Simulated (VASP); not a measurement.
InPd:

```
In Pd
1.0
     3.27188    0.00000    0.00000
     0.00000    3.27188    0.00000
     0.00000    0.00000    3.27188
In Pd
1 1
Direct
  0.00000 0.00000 0.00000
  0.50000 0.50000 0.50000
```

The cell comes from a database or a generator and needn't be the stable form of this composition.

```yaml
Program: VASP 6.6.1
Task: relaxation of cell and atoms
Functional: RPBE
Potentials_or_basis: VASP PAW PBE potentials, release 64 (In_d, Pd)
Cutoff: 600 eV
k_mesh: 8 × 8 × 8
Occupations: fermi-dirac, width 0.05 eV
Spin: no spin polarisation
```

At the start: pressure 7.2 GPa; volume 17.51 Å³/atom.

**Question.** How do energy, volume and symmetry change on relaxing?

**Answer.** Over 3 steps the energy falls by 22.5 meV/atom and the volume is 18.59 Å³/atom (+6.2 %); space group Pm-3m (No. 221, to 0.05 Å).

The path:
```csv
step,energy change (eV),largest force (eV/Å),pressure (GPa),volume (Å³)
1,0.0000,0.0000,7.15,35.03
2,-0.0165,0.0000,-4.26,39.14
3,-0.0450,0.0000,-0.03,37.19
```

Final structure:
```
In Pd
1.0
     3.33781    0.00000    0.00000
     0.00000    3.33781    0.00000
     0.00000    0.00000    3.33781
In Pd
1 1
Direct
  0.00000 0.00000 0.00000
  0.50000 0.50000 0.50000
```

Caveat: the PAW data sets were made with another functional, which shifts forces and pressure a little.
